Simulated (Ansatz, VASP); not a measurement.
One calculation of WSe2, two programs

The input INCAR:

```
SYSTEM = WSe2
PREC = Accurate ; ENCUT = 520
EDIFF = 1E-6 ; ISMEAR = 0
SIGMA = 0.05 ; LREAL = .False.
LASPH = .True. ; NELM = 60
ALGO = Normal ; ISIF = 2
LWAVE = .False. ; LCHARG = .True.
LELF = .True. ; LVHAR = .True.
NBANDS = 20
```

The input KPOINTS:

```
regular mesh
0
Gamma
  9 9 2
  0 0 0
```

The input POSCAR:

```
WSe2
1.0
    3.3772833224      0.0000000000      0.0000000000
   -1.6886416612      2.9248131530      0.0000000000
    0.0000000000      0.0000000000     16.6603124568
W Se
1 2
Direct
    0.0000000000      0.0000000000     -0.0010313462
    0.3333333333      0.6666666667      0.1011284861
    0.3333333333      0.6666666667      0.9012724293
```

Input for Ansatz:

```yaml
crystal:
  lattice:
    - [3.3772833224, 0.0, 0.0]
    - [-1.6886416612, 2.924813153, 0.0]
    - [0.0, 0.0, 16.6603124568]
  atoms:
    - { symbol: W, position: [0.0, 0.0, -0.0010313462] }
    - { symbol: Se, position: [0.3333333333, 0.6666666667, 0.1011284861] }
    - { symbol: Se, position: [0.3333333333, 0.6666666667, 0.9012724293] }
basis:
  ecutwfc: 420
kpoints:
  mp_grid: { grid: [9, 9, 2] }
hamiltonian:
  xc: lda
  pseudopotentials: { kind: paw, azcp: { folder: soft_1 } }
scf:
  occupations: { method: gaussian, width: 0.05 }
output:
  forces: true
  stress: true
  eigenvalues: true
  write_density: true
  write_potential: true
  elf: true
  volumetric_format: npy
```

Change from the starting cell: mode 9 frozen in at -0.020 Å, equal normal strain along x and y +0.0400.

Alike in both runs: task single point; functional LDA; k mesh 9 × 9 × 2; occupations gaussian, width 0.05 eV; no spin polarisation.

```csv
,VASP,Ansatz
version,VASP 6.6.1,Ansatz 0.2.0
potentials or method,"VASP PAW LDA potentials, release 64 (W_sv, Se)","scalar-relativistic, plane waves, PAW"
plane-wave cutoff (eV),520,420
valence electrons in the cell,26,46
```

|  | VASP | Ansatz | Ansatz less VASP |
| --- | --- | --- | --- |
| gap on the k mesh at the Fermi level (eV) | 1.36 | 1.35 | -0.003 |
| least direct gap on the mesh (eV) | 1.36 | 1.35 | -0.003 |
| rms of the force components (eV/Å) | 0.509 | 0.533 | +0.0236 |

Atom by atom the forces differ by 0.040 eV/Å (rms over components). The two sets of potentials don't hold the same shells in valence. Ansatz warned: «pseudo_functional_mismatch».

Caveats: spin-orbit coupling is left out, which moves the levels of the heavy elements.
